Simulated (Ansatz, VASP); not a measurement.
# ZrB2: VASP beside Ansatz

```
Zr B
1.0
     3.13333    0.00000    0.00000
    -1.56667    2.71355    0.00000
     0.00000    0.00000    3.48901
Zr B
1 2
Direct
  0.00000 0.00000 0.00000
  0.33333 0.66667 0.50000
  0.66667 0.33333 0.50000
```

Alike in both runs: functional LDA; k mesh 15 × 15 × 12; occupations fermi-dirac, width 0.15 eV; no spin polarisation.

Ansatz relaxed the structure, and its values are those at the end. VASP's run is a single point on that final structure, the one shown.

```csv
,VASP,Ansatz
version,VASP 6.6.1,Ansatz 0.2.0
potentials or method,"VASP PAW LDA potentials, release 64 (Zr_sv, B)","scalar-relativistic, plane waves, PAW"
plane-wave cutoff (eV),520,600
valence electrons in the cell,18,18
```

Ansatz gave:

| Quantity | Value |
| --- | --- |
| gap on the k mesh at the Fermi level (eV) | none |
| pressure (GPa) | 0.0 |

Problem. Which values does VASP return?

Solution. gap on the k mesh at the Fermi level (eV): none; pressure (GPa): 0.5.

A gap of «none» marks a metal or a gap that the smearing closes. Ansatz warned: «pseudo_functional_mismatch».
